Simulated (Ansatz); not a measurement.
LiF (zincblende), relaxed with r2SCAN: the symmetry is F-43m (No. 216, cubic); conventional cell a = 4.289 Å, 9.86 Å³ an atom. Li has 4 F at 1.86 Å; F has 4 Li at 1.86 Å. One-shot G0W0@PBE in the PAW code Ansatz on a 6×6×6 mesh (contour deformation, no spin-orbit coupling), from a PBE gap of 7.930 eV over the mesh points (the G0W0 gap is direct on the mesh); the number N of bands summed and the screening cutoff rise together. Note: simulated data, non-magnetic, for a generated structure that need not be the stable one.

| N | cutoff (eV) | 1000/N | G0W0 gap (eV) |
| --- | --- | --- | --- |
| 49 | 100 | 20.408 | 11.969 |
| 113 | 180 | 8.850 | 12.172 |

Task: Lay a straight line in 1000/N through these rows.

Result: The slope is -0.0176 eV per unit of 1000/N and the intercept 12.327 eV.

Task: Predict the gap at N = 214 (260 eV).

Result: 12.327 + (-0.0176) × 4.673 = 12.245 eV; the run gives 12.311 eV, +0.066 eV from the line.

Task: With that run's result added, what limit do the last two rows suggest?

Result: Their slope is (12.311 − 12.172)/(4.673 − 8.850) = -0.0333, which meets 1/N = 0 at 12.47 eV, against 12.327 eV from the first line. The slope steepens, so 1/N isn't yet asymptotic and the true limit probably lies higher still; the k mesh isn't extrapolated.
